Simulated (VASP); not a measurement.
# KCl (Pm-3m) in VASP: further runs

One crystal, KCl, is run at these levels: HSE03, PBE0, LDA, PBEsol; tasks: band structure.

Program: VASP 6.6.1. These are calculated values, not measurements. Logs are shortened: lines on timing, memory, paths and dates and some standing lists are left out, and cuts for length are marked.

**1. The crystal as given**

Symmetry: Pm-3m, No. 221, cubic system. The conventional cell has a = 3.839 Å, b = 3.839 Å, c = 3.839 Å, α = 90.00°, β = 90.00°, γ = 90.00°. Around K (site symmetry m-3m) lie 8 Cl at 3.32 Å. Cl (site symmetry m-3m) is surrounded by 8 K at 3.32 Å.

Measurements of this composition are mostly on another form, of space group No. 225.

**2. Band structure, HSE03**

The input, POSCAR:

```
KCl
1.0
    3.8391960000      0.0000000000      0.0000000000
    0.0000000000      3.8391960000      0.0000000000
    0.0000000000      0.0000000000      3.8391960000
K Cl
1 1
Direct
    0.0000000000      0.0000000000      0.0000000000
    0.5000000000      0.5000000000      0.5000000000
```

The input, INCAR.step1:

```
  ALGO = Normal
  EDIFF = 1E-5
  ENCUT = 520
  GGA = PE
  ISIF = 2
  ISMEAR = 0
  KPAR = 4
  LASPH = T
  LCHARG = F
  LREAL = F
  LWAVE = T
  NELM = 100
  PREC = Accurate
  SIGMA = 0.02
```

The input, INCAR.step2:

```
  ALGO = Normal
  EDIFF = 1E-7
  ENCUT = 520
  GGA = PE
  HFSCREEN = 0.3
  ISIF = 2
  ISMEAR = 0
  ISTART = 1
  KPAR = 4
  LASPH = T
  LCHARG = F
  LHFCALC = T
  LREAL = F
  LWAVE = F
  NELM = 100
  PREC = Accurate
  PRECFOCK = Fast
  SIGMA = 0.02
```

The input, KPOINTS:

```
k-points
0
Gamma
  6 6 6
```

The input, KPOINTS_OPT:

```
path GXMGRX,MR
10
line-mode
reciprocal
 0.0000000000  0.0000000000  0.0000000000  G
 0.0000000000  0.5000000000  0.0000000000  X

 0.0000000000  0.5000000000  0.0000000000  X
 0.5000000000  0.5000000000  0.0000000000  M

 0.5000000000  0.5000000000  0.0000000000  M
 0.0000000000  0.0000000000  0.0000000000  G

 0.0000000000  0.0000000000  0.0000000000  G
 0.5000000000  0.5000000000  0.5000000000  R

 0.5000000000  0.5000000000  0.5000000000  R
 0.0000000000  0.5000000000  0.0000000000  X

 0.5000000000  0.5000000000  0.0000000000  M
 0.5000000000  0.5000000000  0.5000000000  R
```

Potentials or basis: VASP PAW PBE potentials, release 64 (K_sv, Cl).

On the command line:

```sh
$ cat potpaw_PBE.64/K_sv/POTCAR potpaw_PBE.64/Cl/POTCAR > POTCAR
$ cp INCAR.step1 INCAR
$ mpirun -np 4 vasp_std > vasp.out
$ cp INCAR.step2 INCAR
$ mpirun -np 4 vasp_std > vasp.out
```

OUTCAR:

```text
EDIFF = 1E-7
   ENCUT = 520
   GGA = PE
   HFSCREEN = 0.3
   ISIF = 2
   ISMEAR = 0
   ISTART = 1
   LASPH = T
   LHFCALC = T
   LREAL = F
   NELM = 100
   PREC = Accurate
   PRECFOCK = Fast

 ion  position               nearest neighbor table
   1  0.000  0.000  0.000-
   2  0.500  0.500  0.500-

  LATTYP: Found a simple cubic cell.
 ALAT       =     3.8391960000

  Lattice vectors:

 A1 = (   3.8391960000,   0.0000000000,   0.0000000000)
 A2 = (   0.0000000000,   3.8391960000,   0.0000000000)
 A3 = (   0.0000000000,   0.0000000000,   3.8391960000)

Analysis of symmetry for initial positions (statically):
=====================================================================
 Subroutine PRICEL returns:
 Original cell was already a primitive cell.

 Routine SETGRP: Setting up the symmetry group for a
 simple cubic supercell.

 Subroutine GETGRP returns: Found 48 space group operations
 (whereof 48 operations were pure point group operations)
 out of a pool of 48 trial point group operations.

The static configuration has the point symmetry O_h .

Analysis of symmetry for dynamics (positions and initial velocities):
=====================================================================
 Subroutine PRICEL returns:
 Original cell was already a primitive cell.

 Routine SETGRP: Setting up the symmetry group for a
 simple cubic supercell.

 Subroutine GETGRP returns: Found 48 space group operations
 (whereof 48 operations were pure point group operations)
 out of a pool of 48 trial point group operations.

The dynamic configuration has the point symmetry O_h .

 Subroutine INISYM returns: Found 48 space group operations
 (whereof 48 operations are pure point group operations),
 and found     1 'primitive' translations

----------------------------------------------------------------------------------------

                                     Primitive cell

  volume of cell :      56.5875

  direct lattice vectors                    reciprocal lattice vectors
     3.839196000  0.000000000  0.000000000     0.260471203  0.000000000  0.000000000
     0.000000000  3.839196000  0.000000000     0.000000000  0.260471203  0.000000000
     0.000000000  0.000000000  3.839196000     0.000000000  0.000000000  0.260471203

  length of vectors
     3.839196000  3.839196000  3.839196000     0.260471203  0.260471203  0.260471203

  position of ions in fractional coordinates (direct lattice)
     0.000000000  0.000000000  0.000000000
     0.500000000  0.500000000  0.500000000

  ion indices of the primitive-cell ions
   primitive index   ion index
                 1           1
                 2           2

----------------------------------------------------------------------------------------

 KPOINTS: k-points

Automatic generation of k-mesh.
 Grid dimensions read from file:
 generate k-points for:    6    6    6

 Generating k-lattice:

  Cartesian coordinates                     Fractional coordinates (reciprocal lattice)
     0.043411867  0.000000000  0.000000000     0.166666667  0.000000000  0.000000000
     0.000000000  0.043411867  0.000000000     0.000000000  0.166666667  0.000000000
     0.000000000  0.000000000  0.043411867     0.000000000  0.000000000  0.166666667

  Length of vectors
     0.043411867  0.043411867  0.043411867

  Shift w.r.t. Gamma in fractional coordinates (k-lattice)
     0.000000000  0.000000000  0.000000000

 Subroutine IBZKPT returns following result:
 ===========================================

 Found     20 irreducible k-points:

 Following reciprocal coordinates:
            Coordinates               Weight
  0.000000  0.000000  0.000000      1.000000
  0.166667  0.000000  0.000000      6.000000
  0.333333  0.000000  0.000000      6.000000
  0.500000  0.000000  0.000000      3.000000
  0.166667  0.166667  0.000000     12.000000
  0.333333  0.166667  0.000000     24.000000
[... 12 lines left out ...]
  0.500000  0.500000  0.333333      6.000000
  0.500000  0.500000  0.500000      1.000000
   k-points           NKPTS =     20   k-points in BZ     NKDIM =    216   number of bands    NBANDS=     12
   number of dos      NEDOS =    301   number of ions     NIONS =      2
   total plane-waves  NPLWV =  27000
   dimension x,y,z NGX =    30 NGY =   30 NGZ =   30
   dimension x,y,z NGXF=    60 NGYF=   60 NGZF=   60
   ions per type =               1   1
   NGX,Y,Z   is equivalent  to a cutoff of  12.99, 12.99, 12.99 a.u.
   NGXF,Y,Z  is equivalent  to a cutoff of  25.98, 25.98, 25.98 a.u.
 SYSTEM =  unknown system
   PREC   = accura    normal or accurate (medium, high low for compatibility)
   ISTART =      1    job   : 0-new  1-cont  2-samecut
   ICHARG =      0    charge: 1-file 2-atom 10-const
   ISPIN  =      1    spin polarized calculation?
   LNONCOLLINEAR =      F non collinear calculations
   LSORBIT =      F    spin-orbit coupling
   LASPH  =      T    aspherical Exc in radial PAW
[... 30 lines left out ...]
   ENCUT4O =  -1.0   cutoff for four orbital integrals eV
   NKREDX  =     1    reduce k-point grid by
   NKREDY  =     1    reduce k-point grid by
   NKREDZ  =     1    reduce k-point grid by
   AEXX    =    0.2500 exact exchange contribution
   HFSCREEN=    0.3000 screening length (either q_TF or 0.3 A-1)
   HFSCREENC=   0.3000 screening length for correlation (either q_TF or 0.3 A-1)
   ENCUTFOCK=  -1.0 apply spherical cutoff to Coloumb kernel
   IVDW    =     0    specifies the selected vdW correction
   LEPSILON=     F    determine dielectric tensor
   LRPA    =     F    only Hartree local field effects (RPA)
 non-spin polarized calculation
 Gauss-broadening in eV      SIGMA  =   0.02
  energy-cutoff  :      520.00
  volume of cell :       56.59
 maximum number of plane-waves:      1568
 NGX is ok and might be reduce to    30
  NGX = 16; NGY = 16; NGZ = 16

 number of electron      16.0000007 magnetization

 Free energy of the ion-electron system (eV)
  ---------------------------------------------------
  ext. energy  EPLUGINS =         0.00000000
  ---------------------------------------------------
  free energy    TOTEN  =        -7.54383052 eV

  energy without entropy =       -7.54383052  energy(sigma->0) =       -7.54383052

 E-fermi :  -1.4268     XC(G=0):  -6.8733

 val. band max:       -1.6374658382   @ k =   0.5000   0.5000   0.0000
 cond. band min:       4.2351083747   @ k =   0.0000   0.0000   0.0000
 fundamental gap:      5.8725742129
 Fermi energy:        -1.4267983784

 k-point     1 :       0.0000    0.0000    0.0000
  band No.  band energies     occupation
      1     -31.7631      2.00000
      2     -15.3445      2.00000
      3     -13.8137      2.00000
      4     -13.8137      2.00000
      5     -13.8137      2.00000
      6      -1.8536      2.00000
      7      -1.8536      2.00000
      8      -1.8536      2.00000
      9       4.2351      0.00000
     10       6.1005      0.00000
     11       6.1005      0.00000
     12      10.5593      0.00000

 k-point     2 :       0.1667    0.0000    0.0000
  band No.  band energies     occupation
      1     -31.7583      2.00000
      2     -15.3727      2.00000
      3     -13.8057      2.00000
      4     -13.8057      2.00000
      5     -13.7907      2.00000
      6      -2.3357      2.00000
      7      -1.8528      2.00000
      8      -1.8528      2.00000
      9       4.8531      0.00000
     10       6.3403      0.00000
     11       6.6562      0.00000
     12      10.4420      0.00000

 k-point     3 :       0.3333    0.0000    0.0000
  band No.  band energies     occupation
      1     -31.7485      2.00000
      2     -15.4335      2.00000
      3     -13.7897      2.00000
      4     -13.7897      2.00000
      5     -13.7354      2.00000
      6      -3.1261      2.00000
      7      -1.8519      2.00000
      8      -1.8519      2.00000
      9       6.1632      0.00000
     10       7.0036      0.00000
     11       7.6904      0.00000
     12      10.3437      0.00000
[... 226 lines left out ...]
 k-point    19 :       0.5000    0.5000    0.3333
  band No.  band energies     occupation
      1     -31.7126      2.00000
      2     -14.9493      2.00000
      3     -13.9949      2.00000
      4     -13.9949      2.00000
      5     -13.9262      2.00000
      6      -2.9834      2.00000
      7      -2.9834      2.00000
      8      -2.7110      2.00000
      9       7.3823      0.00000
     10       8.3290      0.00000
     11       8.3290      0.00000
     12       9.0240      0.00000

 k-point    20 :       0.5000    0.5000    0.5000
  band No.  band energies     occupation
      1     -31.7083      2.00000
      2     -14.9111      2.00000
      3     -13.9807      2.00000
      4     -13.9807      2.00000
      5     -13.9807      2.00000
      6      -3.0108      2.00000
      7      -3.0108      2.00000
      8      -3.0108      2.00000
      9       8.2799      0.00000
     10       8.2799      0.00000
     11       8.2799      0.00000
     12       9.7238      0.00000

------------------------ aborting loop because EDIFF is reached ----------------------------------------

  FORCE on cell =-STRESS in cart. coord.  units (eV):
  Direction    XX          YY          ZZ          XY          YZ          ZX
  --------------------------------------------------------------------------------------
  -------------------------------------------------------------------------------------
  Total       -0.1502307     -0.1502307     -0.1502307      0.0000000      0.0000000     -0.0000000
  in kB       -4.2535201     -4.2535201     -4.2535201      0.0000000      0.0000000     -0.0000000
  external PRESSURE =      -4.2535201 kB  Pullay stress =       0.0000000 kB

 VOLUME and BASIS-vectors are now :
 -----------------------------------------------------------------------------
  energy-cutoff  :      520.00
  volume of cell :       56.59
      direct lattice vectors                 reciprocal lattice vectors
     3.839196000  0.000000000  0.000000000     0.260471203  0.000000000  0.000000000
     0.000000000  3.839196000  0.000000000     0.000000000  0.260471203  0.000000000
     0.000000000  0.000000000  3.839196000     0.000000000  0.000000000  0.260471203

 POSITION                                       TOTAL-FORCE (eV/Angst)
 -----------------------------------------------------------------------------------
      0.00000      0.00000      0.00000         0.000000      0.000000      0.000000
      1.91960      1.91960      1.91960         0.000000      0.000000      0.000000
 -----------------------------------------------------------------------------------
    total drift:                                0.000000      0.000000      0.000000

  FREE ENERGIE OF THE ION-ELECTRON SYSTEM (eV)
  ---------------------------------------------------
  free  energy   TOTEN  =        -7.5438305177 eV

  energy  without entropy=       -7.5438305177  energy(sigma->0) =       -7.54383052
```

Run time: 6.5 min. Hardware: 4 MPI ranks of AMD EPYC 9R45 (Zen 5), shared host; peak memory 0.31 GiB.

Results:

* Free energy: -7.5438 eV
* Pressure: -0.4 GPa
* Band gap on the k mesh: 5.87 eV, indirect (least direct gap 6.09 eV)
* Band gap along the path: 5.87 eV, indirect (least direct gap 6.09 eV)

Levels at the corners of the path, in eV from the valence-band top:
| point | band 4 | band 5 | band 6 | band 7 | band 8 | band 9 | band 10 | band 11 | band 12 |
| --- | --- | --- | --- | --- | --- | --- | --- | --- | --- |
| Γ | -12.18 | -12.18 | -0.22 | -0.22 | -0.22 | 5.87 | 7.74 | 7.74 | 12.20 |
| X | -12.14 | -12.07 | -1.83 | -0.21 | -0.21 | 8.82 | 9.23 | 9.48 | 11.27 |
| X | -12.14 | -12.07 | -1.83 | -0.21 | -0.21 | 8.82 | 9.23 | 9.48 | 11.27 |
| M | -12.40 | -12.12 | -1.27 | -1.27 | 0.00 | 7.30 | 8.51 | 10.30 | 10.30 |
| M | -12.40 | -12.12 | -1.27 | -1.27 | 0.00 | 7.30 | 8.51 | 10.30 | 10.30 |
| Γ | -12.18 | -12.18 | -0.22 | -0.22 | -0.22 | 5.87 | 7.74 | 7.74 | 12.20 |
| Γ | -12.18 | -12.18 | -0.22 | -0.22 | -0.22 | 5.87 | 7.74 | 7.74 | 12.20 |
| R | -12.34 | -12.34 | -1.37 | -1.37 | -1.37 | 9.92 | 9.92 | 9.92 | 11.36 |
| R | -12.34 | -12.34 | -1.37 | -1.37 | -1.37 | 9.92 | 9.92 | 9.92 | 11.36 |
| X | -12.14 | -12.07 | -1.83 | -0.21 | -0.21 | 8.82 | 9.23 | 9.48 | 11.27 |
| M | -12.40 | -12.12 | -1.27 | -1.27 | 0.00 | 7.30 | 8.51 | 10.30 | 10.30 |
| R | -12.34 | -12.34 | -1.37 | -1.37 | -1.37 | 9.92 | 9.92 | 9.92 | 11.36 |

Caveat: the PAW data sets were made with another functional, which shifts forces and pressure a little.

(Part 1 of 2 ends here.)
